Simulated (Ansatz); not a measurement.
## From three elastic constants to directional properties of BaF2

Level of theory: DFT PBEsol, scalar-relativistic, plane waves, PAW (Ansatz 0.2.0). Settings: 420 eV plane-wave cutoff, Γ-centred 6×6×6 mesh, fixed occupations. No spin polarisation.

Equilibrium structure at this level:
```xyz
3
Lattice="0.0000 3.0687 3.0687 3.0687 0.0000 3.0687 3.0687 3.0687 0.0000" Properties=species:S:1:pos:R:3 pbc="T T T"
Ba    0.0000    0.0000    0.0000
F     1.5344    1.5344    1.5344
F     4.6031    4.6031    4.6031
```

With ions relaxed, on the cubic axes: C11 = 95.8, C12 = 44.7, C44 = 26.2 GPa. The density is 5.037 g/cm³.

**Question.** Is the crystal stable against strain, and how anisotropic is it?

**Answer.** Born's conditions hold: C11 + 2C12 = 185.2, C11 − C12 = 51.2 and C44 = 26.2 GPa are all positive. B = (C11 + 2C12)/3 = 61.7 GPa. The two shear moduli are C44 and C′ = (C11 − C12)/2 = 25.6 GPa, so Zener's ratio is A = C44/C′ = 1.02: nearly isotropic. The Cauchy pressure C12 − C44 is 18.5 GPa; it would vanish for pair forces between atoms on inversion centres at zero pressure, and a positive value is usual with metallic or many-body binding, and where atoms off inversion centres relax under shear, which lowers C44.

**Question.** Give the sound speeds along the three symmetry directions.

**Answer.** The Christoffel equation gives ρv² for each branch:
```
direction branch                    ρv²   GPa v (m/s)
    [100]              L                    C11  95.8     4362
    [100]         T (×2) C44  26.2     2279
    [110]              L   (C11 + C12 + 2C44)/2  96.4     4375
    [110]   T, u ∥ [001]                    C44  26.2     2279
    [110]  T, u ∥ [1-10]          (C11 − C12)/2  25.6     2253
    [111]              L  (C11 + 2C12 + 4C44)/3  96.6     4379
    [111]         T (×2) (C11 − C12 + C44)/3  25.8     2262
```

**Question.** How does Young's modulus depend on direction?

**Answer.** Inverting gives S11 = 14.831, S12 = -4.716, S44 = 38.226 TPa⁻¹. Along a unit vector (l, m, n), 1/E = S11 − 2(S11 − S12 − S44/2)(l²m² + m²n² + n²l²), where the last bracket is 0, 1/4 and 1/3 for [100], [110] and [111]: E = 67, 68 and 69 GPa. The directions hardly differ. For a film on (001), the biaxial modulus is C11 + C12 − 2C12²/C11 = 99 GPa and the normal strain is −2C12/C11 = -0.93 times the in-plane one.

Cost: 2 runs of about 0.7 core-minutes in all, on Arm Neoverse V1 (shared hosts).